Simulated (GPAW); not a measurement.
Set up this calculation in GPAW 26.7.0, as an ASE script.

- Task: single point
- Functional: HSE06
- Potentials or basis: GPAW PAW data sets (gpaw-data 1.2.1)
- Cutoff: 600 eV
- Basis: pw
- k mesh: 8 × 8 × 8
- Occupations: fermi-dirac, width 0.05 eV
- Spin: no spin polarisation
- Maxiter: 60
- Ranks: 8

The system is BN.

```
N B
1.0
     0.00000    1.81300    1.81300
     1.81300    0.00000    1.81300
     1.81300    1.81300    0.00000
N B
1 1
Cartesian
  0.9065 0.9065 0.9065
  0.0000 0.0000 0.0000
```

The cell is a database's computed one.

The input as run:

run.py

```python
from ase import Atoms
from ase.dft.bandgap import bandgap
from ase.io import write
from ase.parallel import parprint
from gpaw import GPAW, PW

atoms = Atoms(['N', 'B'],
              cell=[[0.0, 1.813001, 1.813001],
                    [1.813001, 0.0, 1.813001],
                    [1.813001, 1.813001, 0.0]],
              scaled_positions=[[0.25, 0.25, 0.25],
                                [0.0, 0.0, 0.0]],
              pbc=True)

calc = GPAW(mode=PW(600),
            xc='HSE06',
            kpts={'size': (8, 8, 8), 'gamma': True},
            occupations={'name': 'fermi-dirac', 'width': 0.05},
            nbands=9,
            convergence={'density': 1e-05, 'energy': 1e-05},
            maxiter=60,
            txt='gpaw.txt')
atoms.calc = calc
energy = atoms.get_potential_energy()
forces = atoms.get_forces()
calc.write('gs.gpw')
write('result.traj', atoms)
parprint(f'Energy: {energy:.6f} eV')
parprint('Forces (eV/A):')
parprint(forces.round(4))
parprint('Fermi level:', round(calc.get_fermi_level(), 4), 'eV')
parprint(f'Gap: {bandgap(calc)[0]:.4f} eV, direct: {bandgap(calc, direct=True)[0]:.4f} eV')
```

Potentials or basis: GPAW PAW data sets (gpaw-data 1.2.1), pw.

Run with:

```bash
$ OMP_NUM_THREADS=1 mpirun -n 8 gpaw python run.py
```

Results of the run:

```
Band gap on the k mesh : 5.86 eV, indirect (least direct gap 10.52 eV)
```

Caveat: the PAW data sets were made with another functional, which shifts forces and pressure a little.

It took 10 min on 8 MPI ranks on Intel(R) Xeon(R) 6975P-C (Granite Rapids), on a shared host, peak memory 0.19 GiB a rank.
